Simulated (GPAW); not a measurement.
Here is a GPAW 26.7.0 calculation.

File run.py:

```python
from ase.dft.bandgap import bandgap
from ase.io import read, write
from ase.units import Bohr, GPa
from gpaw import GPAW, PW
from gpaw.elf import elf_from_dft_calculation

atoms = read('Ag.xyz')

calc = GPAW(mode=PW(600),
            xc='LDA',
            kpts={'size': (11, 11, 11), 'gamma': True},
            occupations={'name': 'fermi-dirac', 'width': 0.05},
            nbands=18,
            convergence={'density': 1e-05, 'energy': 1e-05},
            maxiter=150,
            txt='gpaw.txt')
atoms.calc = calc
energy = atoms.get_potential_energy()
forces = atoms.get_forces()
stress = atoms.get_stress()
calc.write('gs.gpw')
write('result.traj', atoms)
print(f'Energy: {energy:.6f} eV')
print('Forces (eV/A):')
print(forces.round(4))
print('Stress (GPa):', (stress / GPa).round(3))
print('Fermi level:', round(calc.get_fermi_level(), 4), 'eV')
print(f'Gap: {bandgap(calc)[0]:.4f} eV, direct: {bandgap(calc, direct=True)[0]:.4f} eV')

# fields on the real-space grid
write('density.cube', atoms, data=calc.get_pseudo_density() * Bohr**3)
write('potential.cube', atoms, data=calc.get_electrostatic_potential())
write('elf.cube', atoms, data=elf_from_dft_calculation(calc).data)

path = atoms.cell.bandpath('GXWKGLUWLK,UX', npoints=100, eps=1e-4)
bs_calc = calc.fixed_density(kpts=path, symmetry='off', nbands=26,
                             convergence={'bands': 'CBM+6.0', 'eigenstates': 1e-6}, txt='bands.txt')
bs = bs_calc.band_structure()
bs.write('bs.json')
print(f'Gap on the path: {bandgap(bs_calc)[0]:.4f} eV')
```

File Ag.xyz:

```xyz
1
Lattice="0.0000000000 2.0427500000 2.0427500000 2.0427500000 0.0000000000 2.0427500000 2.0427500000 2.0427500000 0.0000000000" Properties=species:S:1:pos:R:3 pbc="T T T"
Ag     0.0000000000      0.0000000000      0.0000000000
```

Potentials or basis: the program's PAW data sets (release 1.2.1) made for this functional, pw.

Command:

```console
$ OMP_NUM_THREADS=1 python run.py
```

Problem. Predict the pressure.

Solution. -7.6 GPa.

Problem. Estimate the band gap along the path.

Solution. None (metal or under the smearing width).

Levels at the corners of the path, in eV from the Fermi level:
| point | band 6 | band 7 | band 8 | band 9 | band 10 |
| --- | --- | --- | --- | --- | --- |
| Γ | -4.96 | -4.96 | -3.90 | -3.90 | 16.04 |
| X | -3.11 | -2.87 | -2.87 | 1.30 | 6.50 |
| W | -5.24 | -3.89 | -2.87 | 5.71 | 5.71 |
| K | -4.24 | -3.67 | -3.16 | 4.05 | 4.97 |
| Γ | -4.96 | -4.96 | -3.90 | -3.90 | 16.04 |
| L | -4.98 | -3.08 | -3.08 | -0.67 | 3.36 |
| U | -4.24 | -3.67 | -3.16 | 4.05 | 4.97 |
| W | -5.24 | -3.89 | -2.87 | 5.71 | 5.71 |
| L | -4.98 | -3.08 | -3.08 | -0.67 | 3.36 |
| K | -4.24 | -3.67 | -3.16 | 4.05 | 4.97 |
| U | -4.24 | -3.67 | -3.16 | 4.05 | 4.97 |
| X | -3.11 | -2.87 | -2.87 | 1.30 | 6.50 |
